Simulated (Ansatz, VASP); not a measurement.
# MgO in VASP and in Ansatz

File INCAR:

```
PREC = Accurate
ENCUT = 520
EDIFF = 1E-6
ISMEAR = 0
SIGMA = 0.05
LREAL = F
LASPH = T
NELM = 100
ALGO = Normal
ISIF = 2
LWAVE = F
LCHARG = F
GGA = PE
NBANDS = 26
```

KPOINTS

```
regular mesh
0
Gamma
  9 9 4
```

Contents of POSCAR:

```
MgO
1.0
    3.0191017624      0.0000000000      0.0000000000
   -1.5095508812      2.6146188228      0.0000000000
    0.0000000000      0.0000000000     10.9240159069
Mg O
4 4
Direct
    0.3333333333      0.6666666667      0.9694906392
    0.0000000000      0.0000000000      0.2208211786
    0.0000000000      0.0000000000      0.7208211786
    0.6666666667      0.3333333333      0.4694906392
    0.3333333333      0.6666666667      0.7800420079
    0.0000000000      0.0000000000      0.5296443544
    0.0000000000      0.0000000000      0.0296443544
    0.6666666667      0.3333333333      0.2800420079
```

Input for Ansatz:

```yaml
crystal:
  lattice:
    - [3.0191017624, 0.0, 0.0]
    - [-1.5095508812, 2.6146188228, 0.0]
    - [0.0, 0.0, 10.9240159069]
  atoms:
    - { symbol: Mg, position: [0.3333333333, 0.6666666667, 0.9694906392] }
    - { symbol: Mg, position: [0.0, 0.0, 0.2208211786] }
    - { symbol: Mg, position: [0.0, 0.0, 0.7208211786] }
    - { symbol: Mg, position: [0.6666666667, 0.3333333333, 0.4694906392] }
    - { symbol: O, position: [0.3333333333, 0.6666666667, 0.7800420079] }
    - { symbol: O, position: [0.0, 0.0, 0.5296443544] }
    - { symbol: O, position: [0.0, 0.0, 0.0296443544] }
    - { symbol: O, position: [0.6666666667, 0.3333333333, 0.2800420079] }
basis:
  ecutwfc: 520.0
kpoints:
  mp_grid: { grid: [9, 9, 4] }
hamiltonian:
  xc: pbe
  pseudopotentials: { kind: paw, azcp: { folder: soft_1 } }
scf:
  occupations: { method: gaussian, width: 0.05 }
output:
  forces: true
  stress: true
  eigenvalues: true
```

Alike in both runs: task single point; functional PBE; k mesh 9 × 9 × 4; occupations gaussian, width 0.05 eV; no spin polarisation.

```csv
,VASP,Ansatz
version,VASP 6.6.1,Ansatz 0.2.0
potentials or method,"VASP PAW PBE potentials, release 64 (Mg, O)","scalar-relativistic, plane waves, PAW"
plane-wave cutoff (eV),520,520
valence electrons in the cell,32,64
```

```tsv
	VASP	Ansatz	Ansatz less VASP
gap on the k mesh at the Fermi level (eV)	4.00	4.01	+0.017
least direct gap on the mesh (eV)	4.00	4.01	+0.017
pressure (GPa)	22.2	22.3	+0.15
largest component of the traceless stress (GPa)	24.28	23.87	-0.416
rms of the force components (eV/Å)	0.748	0.734	-0.0139
```

Atom by atom the forces differ by 0.014 eV/Å (rms over components). The two sets of potentials don't hold the same shells in valence.

Caveats: so large a pressure means that the cell lies far from this level's equilibrium, or that cutoff or potentials fall short (VASP); an odd mesh through Γ misses points on the zone boundary, where band edges often lie; forces of over 1 eV/Å show positions far from the minimum, so gaps and moduli don't describe the material at rest.
